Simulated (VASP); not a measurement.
# Ag on the Al site in AlNi3, part 3 of 5

How easily does Ag on the Al site form in AlNi3? The host is relaxed first, then a supercell is run with and without the defect. The start is a computed cell from the Materials Project.

VASP 6.6.1, plane waves and PAW; the level of theory is named at each step.

Still holding for the runs below: The k-mesh is coarse for a metal.

So far. Step 2 (Relaxing the host crystal): The run ended after 2 ionic steps, 0.001 eV below its first step, once forces and stress met EDIFFG = -0.02. Step 3 (The perfect supercell): The host is treated as a metal, as its relaxation found a gap under 0.3 eV or none, and only the neutral defect is run.

**4. Reference Ag**

This step: PBEsol; plane waves and PAW (Ag) (VASP 6.6.1).

System of this step: Ag. It takes space group Fm-3m (No. 225, cubic). Conventional cell: a = 4.090 Å, b = 4.090 Å, c = 4.090 Å, α = 90.00°, β = 90.00°, γ = 90.00°. Ag has 12 Ag at 2.89 Å nearest.

The reference for Ag is its crystal, relaxed at the cutoff of the large cell.

The input, INCAR:

```
SYSTEM = Ag
PREC = Normal
ENCUT = 300
EDIFF = 1E-05
NELM = 120
ISMEAR = 1
SIGMA = 0.1
LREAL = Auto
ALGO = Fast
GGA = PS
NBANDS = 11
LASPH = .TRUE.
LORBIT = 11
LWAVE = .FALSE.
LCHARG = .FALSE.
KPAR = 4
IBRION = 2
NSW = 25
ISIF = 3
EDIFFG = -0.02
POTIM = 0.4
```

The input, POSCAR:

```
Ag
1.0
    0.0000000000      2.0450000000      2.0450000000
    2.0450000000      0.0000000000      2.0450000000
    2.0450000000      2.0450000000      0.0000000000
Ag
1
Direct
    0.0000000000      0.0000000000      0.0000000000
```

The input, KPOINTS:

```
Automatic mesh
0
Gamma
11 11 11
0 0 0
```

The projector-augmented-wave data sets are Ag (PBE family, release 64).

Started as:

```console
mpirun -np 4 vasp_std
```

Output:

```text
[banner, memory and clock lines left out]
running    4 mpi-ranks, on    1 nodes
 distrk:  each k-point on    1 cores,    4 groups
 distr:  one band on    1 cores,    1 groups

 POSCAR found type information on POSCAR Ag
 POSCAR found :  1 types and       1 ions
|                                                                             |
|               ----> ADVICE to this user running VASP <----                  |
|                                                                             |
|     You have a (more or less) 'small supercell' and for smaller cells       |
|     it is recommended to use the reciprocal-space projection scheme!        |
|     The real-space optimization is not efficient for small cells and it     |
|     is also less accurate ...                                               |
|     Therefore, set LREAL=.FALSE. in the INCAR file.                         |
|                                                                             |

 [... a notice as in an earlier step ...]

 LDA part: xc-table for (Slater+PW92), standard interpolation
 POSCAR, INCAR and KPOINTS ok, starting setup
 FFT: planning ... GRIDC
 FFT: planning ... GRID_SOFT
 FFT: planning ... GRID
 WAVECAR not read
 entering main loop
       N       E                     dE             d eps       ncg     rms          rms(c)
DAV:   1     0.294343710075E+02    0.29434E+02   -0.40003E+03  1360   0.553E+02
DAV:   2    -0.329425779401E+01   -0.32729E+02   -0.30867E+02  1373   0.144E+02
DAV:   3    -0.366371465485E+01   -0.36946E+00   -0.36936E+00  1397   0.163E+01
DAV:   4    -0.366455021026E+01   -0.83556E-03   -0.83552E-03  1337   0.809E-01
DAV:   5    -0.366455589740E+01   -0.56871E-05   -0.56871E-05  1403   0.602E-02    0.546E+00
RMM:   6    -0.333105511767E+01    0.33350E+00   -0.58477E-01  1232   0.732E+00    0.327E+00
RMM:   7    -0.332117007532E+01    0.98850E-02   -0.92808E-03  1232   0.114E+00    0.191E+00
RMM:   8    -0.331716837710E+01    0.40017E-02   -0.78457E-04  1232   0.272E-01    0.195E-01
RMM:   9    -0.331716091987E+01    0.74572E-05   -0.12115E-04  1230   0.968E-02    0.632E-02
RMM:  10    -0.331715947488E+01    0.14450E-05   -0.21253E-05   979   0.365E-02
   1 F= -.33171595E+01 E0= -.33170683E+01  d E =-.331716E+01
 curvature:   0.00 expect dE= 0.000E+00 dE for cont linesearch  0.000E+00
 trial: gam= 0.00000 g(F)=  0.477E-63 g(S)=  0.162E-01 ort = 0.000E+00 (trialstep = 0.100E+01)
 search vector abs. value=  0.162E-01
 bond charge predicted
       N       E                     dE             d eps       ncg     rms          rms(c)
DAV:   1    -0.361802644512E+01   -0.30087E+00   -0.47746E+00  1268   0.229E+01    0.344E+00
RMM:   2    -0.333019610499E+01    0.28783E+00   -0.47204E-01  1232   0.647E+00    0.854E-01
RMM:   3    -0.332524140395E+01    0.49547E-02   -0.81035E-03  1232   0.994E-01    0.589E-01
RMM:   4    -0.332367055614E+01    0.15708E-02   -0.18015E-03  1232   0.371E-01    0.566E-02
RMM:   5    -0.332367742075E+01   -0.68646E-05   -0.19505E-04  1194   0.994E-02    0.269E-02
RMM:   6    -0.332368133387E+01   -0.39131E-05   -0.31860E-05  1009   0.407E-02
   2 F= -.33236813E+01 E0= -.33236683E+01  d E =-.652186E-02
[...]
3 F= -.33241152E+01 E0= -.33240861E+01  d E =-.695574E-02
 curvature:  -0.42 expect dE=-0.221E-04 dE for cont linesearch -0.221E-04
 ZBRENT: interpolating
 opt :   0.7931  next Energy=    -3.324136 (dE=-0.698E-02)
 bond charge predicted
       N       E                     dE             d eps       ncg     rms          rms(c)
DAV:   1    -0.332473095386E+01   -0.61594E-03   -0.98650E-03  1322   0.106E+00    0.156E-01
RMM:   2    -0.332415529360E+01    0.57566E-03   -0.91131E-04  1232   0.283E-01    0.459E-02
RMM:   3    -0.332414127852E+01    0.14015E-04   -0.20803E-05   890   0.507E-02    0.324E-02
RMM:   4    -0.332413656133E+01    0.47172E-05   -0.48209E-06   820   0.196E-02
   4 F= -.33241366E+01 E0= -.33241030E+01  d E =-.697709E-02
 curvature:  -0.40 expect dE=-0.204E-05 dE for cont linesearch -0.204E-05
 trial: gam= 0.00000 g(F)=  0.399E-63 g(S)=  0.515E-05 ort =-0.289E-03 (trialstep = 0.959E+00)
 search vector abs. value=  0.515E-05
 reached required accuracy - stopping structural energy minimisation
```

The job ended after 5.2 s (4 MPI ranks of AMD EPYC 7R43, shared host; peak memory 0.28 GiB; 18 s of CPU time).

Parts of OUTCAR (step 4):

```text
  LATTYP: Found a face centered cubic cell.
 ALAT       =     4.0900000000

The static configuration has the point symmetry O_h .

 Found     56 irreducible k-points:

   k-points           NKPTS =     56   k-points in BZ     NKDIM =     56   number of bands    NBANDS=     11

   dimension x,y,z NGX =    12 NGY =   12 NGZ =   12
   dimension x,y,z NGXF=    24 NGYF=   24 NGZF=   24

   ENCUT  =  300.0 eV  22.05 Ry    4.70 a.u.   4.08  4.08  4.08*2*pi/ulx,y,z

   NELECT =      11.0000    total number of electrons

 E-fermi :   8.8636

 k-point     1 :       0.0000    0.0000    0.0000
  band No.  band energies     occupation
    ...
      2       3.7891      2.00000
      3       3.7891      2.00000
      4       3.7891      2.00000
      5       4.8953      2.00000
      6       4.8953      2.00000
      7      24.7260      0.00000
      8      28.4817      0.00000
      9      28.4817      0.00000
     10      28.4817      0.00000
     11      33.3878      0.00000

 k-point     2 :       0.0909    0.0000    0.0000
  band No.  band energies     occupation
    ...
      2       3.7288      2.00000
      3       3.8614      2.00000
      4       3.8614      2.00000
      5       4.8690      2.00000
      6       4.8690      2.00000
      7      24.7336      0.00000
      8      26.6765      0.00000
      9      28.6108      0.00000
     10      28.6108      0.00000
     11      33.0810      0.00000

  Total        0.0066696      0.0066696      0.0066696      0.0000000      0.0000000      0.0000000
  in kB        0.6466891      0.6466891      0.6466891      0.0000000      0.0000000      0.0000000
  external PRESSURE =       0.6466891 kB  Pullay stress =       0.0000000 kB

  energy-cutoff  :      300.00
  volume of cell :       16.52
      direct lattice vectors                 reciprocal lattice vectors
    -0.000000000  2.021598930  2.021598930    -0.247328979  0.247328979  0.247328979
     2.021598930  0.000000000  2.021598930     0.247328979 -0.247328979  0.247328979
     2.021598930  2.021598930  0.000000000     0.247328979  0.247328979 -0.247328979

 POSITION                                       TOTAL-FORCE (eV/Angst)
 -----------------------------------------------------------------------------------
      0.00000      0.00000      0.00000         0.000000      0.000000      0.000000
 -----------------------------------------------------------------------------------
    total drift:                               -0.000000     -0.000000     -0.000000

  FREE ENERGIE OF THE ION-ELECTRON SYSTEM (eV)
  ---------------------------------------------------
  free  energy   TOTEN  =        -3.3241365613 eV

  energy  without entropy=       -3.3240360077  energy(sigma->0) =       -3.32410304

 total charge
# of ion       s       p       d       tot
------------------------------------------
    1        0.425   0.328   9.133   9.886

[... 2 parts as in an earlier step ...]

[... 7 further parts left out ...]
```

This run has no spin polarisation. Its electron count is odd, so without a moment it is a metal by construction.

The steps of the relaxation:

```csv
step,energy less that of the first step (eV),largest force (eV/Å),pressure (GPa),volume (Å³)
1,0.0000,0.0000,-3.50,17.10
2,-0.0065,0.0000,0.71,16.37
3,-0.0070,0.0000,0.21,16.49
4,-0.0070,0.0000,0.06,16.52
```

```
conventional cell, symmetrised  before  after  change
                         a (Å)   4.090  4.043  -1.1 %
                         b (Å)   4.090  4.043  -1.1 %
                         c (Å)   4.090  4.043  -1.1 %
              volume (Å³/atom)   17.10  16.52  -3.4 %
```

Final coordinates:

```
Ag
1.0
     0.00000    2.02160    2.02160
     2.02160    0.00000    2.02160
     2.02160    2.02160    0.00000
Ag
1
Cartesian
  0.0000 0.0000 0.0000
```

Numbers from this step:

- electronic cycles: 25
- electrons: 11
- free energy (TOTEN): -3.324 eV
- Fermi energy: 8.864 eV

The run ended after 4 ionic steps, 0.007 eV below its first step, once forces and stress met EDIFFG = -0.02.

Energy at zero smearing: -3.32410 eV.

**5. Reference Al**

This step: PBEsol; plane waves and PAW (Al) (VASP 6.6.1).

System of this step: Al. Symmetry: Fm-3m, No. 225, cubic system. The conventional cell has a = 4.050 Å, b = 4.050 Å, c = 4.050 Å, α = 90.00°, β = 90.00°, γ = 90.00°. Al has 12 Al at 2.86 Å nearest.

The reference for Al is its crystal, relaxed at the cutoff of the large cell.

INCAR, as its differences from that of step 4:

```diff
@@ -1,2 +1,2 @@
-SYSTEM = Ag
+SYSTEM = Al
 PREC = Normal
@@ -10,4 +10,3 @@
 GGA = PS
-NBANDS = 11
-LASPH = .TRUE.
+NBANDS = 7
 LORBIT = 11
@@ -16,2 +15,3 @@
 KPAR = 4
+LASPH = .TRUE.
 IBRION = 2
```

The input, POSCAR:

```
Al
1.0
    0.0000000000      2.0250000000      2.0250000000
    2.0250000000      0.0000000000      2.0250000000
    2.0250000000      2.0250000000      0.0000000000
Al
1
Direct
    0.0000000000      0.0000000000      0.0000000000
```

KPOINTS is that of step 4.

The projector-augmented-wave data sets are Al (PBE family, release 64).

Started as:

```console
mpirun -np 4 vasp_std
```

Output:

```text
[banner, memory and clock lines left out]
running    4 mpi-ranks, on    1 nodes
 distrk:  each k-point on    1 cores,    4 groups
 distr:  one band on    1 cores,    1 groups

 POSCAR found type information on POSCAR Al
 POSCAR found :  1 types and       1 ions
 [... a notice as in an earlier step ...]

 [... a notice as in an earlier step ...]

 LDA part: xc-table for (Slater+PW92), standard interpolation
 POSCAR, INCAR and KPOINTS ok, starting setup
 FFT: planning ... GRIDC
 FFT: planning ... GRID_SOFT
 FFT: planning ... GRID
 WAVECAR not read
 entering main loop
       N       E                     dE             d eps       ncg     rms          rms(c)
DAV:   1    -0.339889723903E+01   -0.33989E+01   -0.62391E+02   924   0.136E+02
DAV:   2    -0.411874576712E+01   -0.71985E+00   -0.70505E+00  1134   0.155E+01
DAV:   3    -0.412181216849E+01   -0.30664E-02   -0.30592E-02  1064   0.990E-01
DAV:   4    -0.412181622144E+01   -0.40530E-05   -0.40528E-05  1134   0.289E-02
DAV:   5    -0.412181622312E+01   -0.16753E-08   -0.19908E-08  1113   0.503E-04    0.146E+00
RMM:   6    -0.410495784124E+01    0.16858E-01   -0.14659E-03   784   0.200E-01    0.842E-01
RMM:   7    -0.409351503587E+01    0.11443E-01   -0.43791E-03   784   0.335E-01    0.139E-01
RMM:   8    -0.409353033942E+01   -0.15304E-04   -0.25402E-04   784   0.103E-01    0.368E-02
RMM:   9    -0.409353385088E+01   -0.35115E-05   -0.31048E-05   778   0.379E-02
   1 F= -.40935339E+01 E0= -.40930863E+01  d E =-.409353E+01
 curvature:   0.00 expect dE= 0.000E+00 dE for cont linesearch  0.000E+00
 trial: gam= 0.00000 g(F)=  0.440E-65 g(S)=  0.618E-02 ort = 0.000E+00 (trialstep = 0.100E+01)
 search vector abs. value=  0.618E-02
 bond charge predicted
       N       E                     dE             d eps       ncg     rms          rms(c)
DAV:   1    -0.409689963763E+01   -0.33693E-02   -0.36172E-02   882   0.856E-01    0.146E-01
RMM:   2    -0.409672048974E+01    0.17915E-03   -0.15870E-04   784   0.945E-02    0.653E-02
RMM:   3    -0.409660255904E+01    0.11793E-03   -0.53668E-05   784   0.389E-02    0.212E-02
RMM:   4    -0.409660195382E+01    0.60522E-06   -0.14231E-05   594   0.227E-02
   2 F= -.40966020E+01 E0= -.40962081E+01  d E =-.306810E-02
 trial-energy change:   -0.003068  1 .order   -0.002999   -0.006182    0.000183
 step:   0.9730(harm=  0.9713)  dis= 0.00000  next Energy=    -4.096604 (dE=-0.307E-02)
 reached required accuracy - stopping structural energy minimisation
```

The job ended after 1.8 s (4 MPI ranks; peak memory 0.26 GiB; 4.8 s of CPU time).

OUTCAR, selected parts (step 5):

```text
   k-points           NKPTS =     56   k-points in BZ     NKDIM =     56   number of bands    NBANDS=      7

   ENCUT  =  300.0 eV  22.05 Ry    4.70 a.u.   4.04  4.04  4.04*2*pi/ulx,y,z

   NELECT =       3.0000    total number of electrons

 E-fermi :   8.1729

 k-point     1 :       0.0000    0.0000    0.0000
  band No.  band energies     occupation
      1      -3.1069      2.00000
      2      20.9073      0.00000
      3      20.9074      0.00000
      4      20.9074      0.00000
      5      22.5222      0.00000
      6      22.5222      0.00000
    ...

  Total        0.0068343      0.0068343      0.0068343      0.0000000      0.0000000     -0.0000000
  in kB        0.6772846      0.6772846      0.6772846      0.0000000      0.0000000     -0.0000000
  external PRESSURE =       0.6772846 kB  Pullay stress =       0.0000000 kB

 POSITION                                       TOTAL-FORCE (eV/Angst)
 -----------------------------------------------------------------------------------
      4.01388      2.00694      2.00694         0.000000      0.000000      0.000000
 -----------------------------------------------------------------------------------
    total drift:                               -0.000000     -0.000000     -0.000000

  FREE ENERGIE OF THE ION-ELECTRON SYSTEM (eV)
  ---------------------------------------------------
  free  energy   TOTEN  =        -4.0966019538 eV

  energy  without entropy=       -4.0954203869  energy(sigma->0) =       -4.09620810

[... 5 parts as in an earlier step ...]

[... 11 further parts left out ...]
```

Relaxation path:

| step | energy less that of the first step (eV) | largest force (eV/Å) | pressure (GPa) | volume (Å³) |
| --- | --- | --- | --- | --- |
| 1 | 0.0000 | 0.0000 | -2.23 | 16.61 |
| 2 | -0.0031 | 0.0000 | 0.07 | 16.17 |

```csv
"conventional cell, symmetrised",before,after,change
a (Å),4.050,4.014,-0.9 %
b (Å),4.050,4.014,-0.9 %
c (Å),4.050,4.014,-0.9 %
volume (Å³/atom),16.61,16.17,-2.7 %
```

The relaxed structure:

```
Al
1.0
     0.00000    2.00694    2.00694
     2.00694    0.00000    2.00694
     2.00694    2.00694    0.00000
Al
1
Direct
  0.00000 0.00000 0.00000
```

This step gave:

```
electronic cycles       : 13
electrons               : 3
free energy (TOTEN)     : -4.097 eV
energy at zero smearing : -4.096 eV
Fermi energy            : 8.173 eV
```

The run ended after 2 ionic steps, 0.003 eV below its first step, once forces and stress met EDIFFG = -0.02.

Energy at zero smearing: -4.09621 eV.

(Continued in part 4 of 5.)

[Lines on the potential files, build, host, timing and source positions are cut from VASP's logs without a mark.]

[Logs are printed without paths, hosts, clocks, repeated set-up lines and the standing remarks that a program may print on its own settings, such as how far it seeks lower states.]

[Hosts, paths, dates, database ids (printed as entryN), source tags and the programs' standing remarks are cut or masked in the printed files.]

[In band tables of VASP the shares of atoms and orbitals are scaled to a sum of 1 inside the atoms' spheres.]

[Runs that stopped without an error message from VASP are left out.]
